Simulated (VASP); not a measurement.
Here is a VASP 6.6.1 calculation.

INCAR

```
SYSTEM = V
PREC     = Accurate       ! precision mode
ENCUT    = 600            ! plane-wave cutoff, eV
EDIFF    = 1E-7           ! SCF threshold, eV
ISMEAR   = 0              ! smearing method
SIGMA    = 0.1            ! smearing width, eV
LREAL    = .FALSE.        ! projectors in reciprocal space
LASPH    = .TRUE.         ! aspherical terms in the spheres
NELM     = 100            ! most SCF steps
ALGO     = Normal         ! electronic algorithm
ISIF     = 3              ! what is computed and relaxed
LWAVE    = .FALSE.        ! write WAVECAR
LCHARG   = .FALSE.        ! write CHGCAR
GGA      = PE             ! functional
IBRION   = 2              ! ionic algorithm
NSW      = 90             ! ionic steps
EDIFFG   = -0.04          ! ionic threshold
```

The input KPOINTS:

```
Automatic mesh
0
G
  6 6 2
  0 0 0
```

File POSCAR:

```
V
1.0
    2.9379386628      0.0000000000      0.0000000000
   -1.4689693314      2.5443295167      0.0000000000
    0.0000000000      0.0000000000      8.0017028620
V
4
Direct
    0.0000000000      0.0000000000      0.2500000000
    0.0000000000      0.0000000000      0.7500000000
    0.3333333333      0.6666666667      0.7500000000
    0.6666666667      0.3333333333      0.2500000000
```

Potentials or basis: VASP PAW PBE potentials, release 64 (V_sv).

Command:

```sh
$ cat potpaw_PBE.64/V_sv/POTCAR > POTCAR
$ mpirun -np 1 vasp_std > vasp.out
```

(1) What does it give for the space group after relaxing (to 0.05 Å)?

(2) Estimate the relaxed volume.

Results:

(1) P6_3/mmc (No. 194).

(2) 15.65 Å³/atom.

Caveat: the k mesh is coarse (spacing up to 0.41 Å⁻¹), so the values aren't converged.
